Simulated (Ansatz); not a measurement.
## Elastic constants of AlGaN2 at 15 GPa (stress–strain coefficients): input and output

These are results of DFT LDA, scalar-relativistic, plane waves, PAW (Ansatz), not measurements.

Launched with:
```bash
ansatz run input.yaml --threads 1 --pin off --max-ram 3072MiB --backend cpu --events-out ev --progress --plain --runs-dir out
```

Input (bare energies are in eV):
```yaml
crystal:
  lattice:
    - [3.0515742498, 0.0, 0.0]
    - [0.0, 3.0515742498, 0.0]
    - [0.0, 0.0, 4.2867811227]
  atoms:
    - { symbol: Al, position: [0.5, 0.5, 0.5] }
    - { symbol: Ga, position: [0.0, 0.0, 0.0] }
    - { symbol: "N", position: [0.5, 0.0, 0.7397763764] }
    - { symbol: "N", position: [0.0, 0.5, 0.2602236236] }
basis:
  ecutwfc: 420
kpoints:
  mp_grid: { grid: [8, 8, 6] }
hamiltonian:
  xc: lda
scf:
  occupations: { method: fixed }
output:
  forces: true
  stress: true
  eigenvalues: true
  polarization: {}
elastic:
  mode: relaxed_ion
  stencil: two_point
```

From the output:
```
--- Elastic constants: 4 strain directions × 2 members + reference (group order 8) ---
  dense FFT box of the reference and of every strained cell: 24×24×30
  strains applied: 11, 33, 23, 12; error gains: componentwise 1.00 (the most a stress slope's error grows in a printed constant), spectral 1.41 (1 for all six strains in a standard setting)
  reference relaxed by the batch: 2 steps; max|allowed force component| 7.64e-5 eV/Å at the deck's positions, 3.74e-5 at the last accepted step, 3.75e-5 by the solve of record
  largest displacement 1.3e-6 Å; the constants are those of the deck's cell at these positions:
  atoms:
    - { symbol: Al, position: [0.5, 0.5, 0.5] }
    - { symbol: Ga, position: [-3.352860521164695e-35, 0.0, 0.0] }
    - { symbol: N, position: [0.5, 0.0, 0.7397760699148227] }
    - { symbol: N, position: [-1.9722708948027618e-36, 0.5, 0.26022393008517736] }
  C = ∂σ_k/∂η_j (tension-positive GPa; Voigt order 11 22 33 23 13 12):
       470.247    106.842    224.258      0.000      0.000      0.000
       106.842    470.247    224.258      0.000      0.000      0.000
       224.489    224.489    340.012      0.000      0.000      0.000
         0.000      0.000      0.000    178.170      0.000     -0.000
         0.000      0.000     -0.000      0.000    178.170      0.000
         0.000      0.000      0.000      0.000      0.000     63.537
  reference stress σ⁰ (GPa):    -14.996    -14.996    -14.998     -0.000      0.000     -0.000
  C* (energy form; C + prestress term) asymmetry max|C*_kj − C*_jk| = 2.285e-1 GPa — a small one proves nothing (zero by symmetry where the batch's group is 432, −43m or m−3m); a large one is finite-difference/SCF noise where every solve ...
  moduli (Voigt/Reuss/Hill, GPa): K = 265.74/265.64/265.69   G = 132.30/101.71/117.01   E = 306.09   ν = 0.308
  mechanically stable: yes (min eigenvalue of sym C = 63.54 GPa)
  e, the proper piezoelectric tensor (elastic.mode: relaxed_ion; C/m²; rows x y z; Voigt order 11 22 33 23 13 12):
      -0.00000   -0.00000    0.00000    0.00000   -0.83679    0.00000
       0.00000    0.00000    0.00000    0.83679    0.00000    0.00000
      -0.89445    0.89445    0.00000    0.00000    0.00000    0.00000
  ±, each entry's uncertainty from the finite density of the strings (C/m²), an estimate: the size of the correction for it that the entry includes:
       0.00000    0.00000    0.00000    0.00000    0.00545    0.00000
       0.00000    0.00000    0.00000    0.00545    0.00000    0.00000
       0.00577    0.00577    0.00000    0.00000    0.00000    0.00000
  the group's symmetry takes up to 4.8e-8 C/m² out of the measured responses: error of the strings' finite density and of the mesh across them, as far as it breaks the symmetry (raise kpoints.mp_grid and any string_points); the largest step ...
  strain η (Voigt 11):  stress-route row diagonal C_11 = 470.25 GPa, energy-path curvature d²(F+E_count+ΔE)/dδ²/Ω₀ = 470.50 GPa
         δ    σ_11 (GPa) F (eV) n_scf n_hpsi n_pw
    -2.000e-3     -15.9390       -4971.7674758       2   15521    794   relax 4 steps, max|allowed force component| 4.15e-5 eV/Å
     2.000e-3     -14.0580       -4971.7823289       2   15154    794   relax 5 steps, max|allowed force component| 1.67e-5 eV/Å
  strain η (Voigt 33):  stress-route row diagonal C_33 = 340.01 GPa, energy-path curvature d²(F+E_count+ΔE)/dδ²/Ω₀ = 338.61 GPa
         δ    σ_33 (GPa) F (eV) n_scf n_hpsi n_pw
    -2.000e-3     -15.6802       -4971.7675101       2    8994    792   relax 3 steps, max|allowed force component| 1.19e-7 eV/Å
     2.000e-3     -14.3201       -4971.7824388       2    8981    798   relax 3 steps, max|allowed force component| 3.13e-8 eV/Å
  strain η (Voigt 23):  stress-route row diagonal C_44 = 178.17 GPa, energy-path curvature d²(F+E_count+ΔE)/dδ²/Ω₀ = 185.58 GPa
         δ    σ_23 (GPa) F (eV) n_scf n_hpsi n_pw
    -2.000e-3      -0.3563       -4971.7750548       2   19597    794   relax 5 steps, max|allowed force component| 3.15e-5 eV/Å
     2.000e-3       0.3563       -4971.7750548       2   19571    794   relax 5 steps, max|allowed force component| 3.15e-5 eV/Å
  strain η (Voigt 12):  stress-route row diagonal C_66 = 63.54 GPa, energy-path curvature d²(F+E_count+ΔE)/dδ²/Ω₀ = 71.38 GPa
         δ    σ_12 (GPa) F (eV) n_scf n_hpsi n_pw
    -2.000e-3      -0.1271       -4971.7751146       2   12753    794   relax 1 steps, max|allowed force component| 1.46e-5 eV/Å
     2.000e-3       0.1271       -4971.7751146       2   12692    794   relax 1 steps, max|allowed force component| 1.46e-5 eV/Å
--- Formal polarisation (Berry phase): one branch of a lattice of values; only differences between neighbouring runs are physical ---
  axis mesh electronic ionic p = total spread (rad) least overlap resolved gap  δp at fixed H ≤   (phases in cycles; p mod 1; gap in eV; gap and δp judge the states as solved, not the mesh's step, its ...
  b1    8×8×6          -0.00000000     4.00000000     4.00000000      0.000000         0.9175        3.5394           2.6e-6
  b2    8×8×6           0.00000000     4.00000000     4.00000000      0.000000         0.9175        3.5394           2.6e-6
  b3    8×8×6          -0.00000000     6.50000000     6.50000000      0.077348         0.9353        3.5394           2.1e-6
  quantum along a1:   0.07644424 e/Å² =   122.477170 µC/cm²
  quantum along a2:   0.07644424 e/Å² =   122.477170 µC/cm²
  quantum along a3:   0.10738710 e/Å² =   172.053103 µC/cm²
  P = (  0.30577695,   0.30577695,   0.69801615) e/Å² = (  489.908680,   489.908680,  1118.345172) µC/cm²  (mod the quanta)
```

The run took 4 min on 1 thread of Intel(R) Xeon(R) Platinum 8488C (Sapphire Rapids), with other jobs on the host, peak memory 0.46 GiB.

Other phases may be more stable at this pressure.